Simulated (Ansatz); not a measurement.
**TiPbO3: all-electron results**

```
CELL_PARAMETERS angstrom
3.89920 0.00000 0.00000
0.00000 3.89920 0.00000
0.00000 0.00000 4.14990
ATOMIC_POSITIONS crystal
Ti 0.50000 0.50000 0.53820
Pb 0.00000 0.00000 0.00000
O 0.50000 0.50000 0.11300
O 0.50000 0.00000 0.61500
O 0.00000 0.50000 0.61500
```

Atom numbers follow the list: Ti1, Pb2, O3, O4, O5.

The cell comes from COD entry 2107521, which wasn't checked; take it as a given geometry.

Spin–orbit coupling is left out, though it moves levels of the heavy atoms by tenths of an eV or more.

All numbers are computed: DFT, PBE, all-electron LAPW, scalar-relativistic (Ansatz 0.2.0); DFT, PBE, PAW with Ansatz's default frozen-core files, scalar-relativistic (Ansatz 0.2.0).

For LAPW: a Γ-centred 9×9×8 k mesh, Fermi–Dirac smearing of 0.03 eV, basis error target 0.5 meV/atom, no spin polarisation. PAW takes a cutoff of 420 eV at this cell. The Ansatz runs share mesh, smearing and spin set-up. Values come from LAPW unless marked.

```json
{
  "Pressure at this cell": "52.4 kbar",
  "Band gap": "1.76 eV, indirect from X (0, 0.5, 0) to Γ",
  "Stress xx, yy, zz (compression positive)": "4.76, 4.76, 6.18 GPa",
  "Largest force": "0.273 eV/Å on O3",
  "Smallest direct gap on the path": "2.17 eV",
  "Löwdin charges (with 0.14 e of the cell spilling out of the atomic basis, so their sizes and signs hang on that basis)": "Ti1 1.31, Pb2 0.92, O3 -0.65, O4 -0.72 e",
  "Bader charges (from the PAW run)": "Ti1 +2.21, Pb2 +1.38, O3 -1.15, O4 -1.22 e",
  "Volume per atom": "85.2 bohr³"
}
```
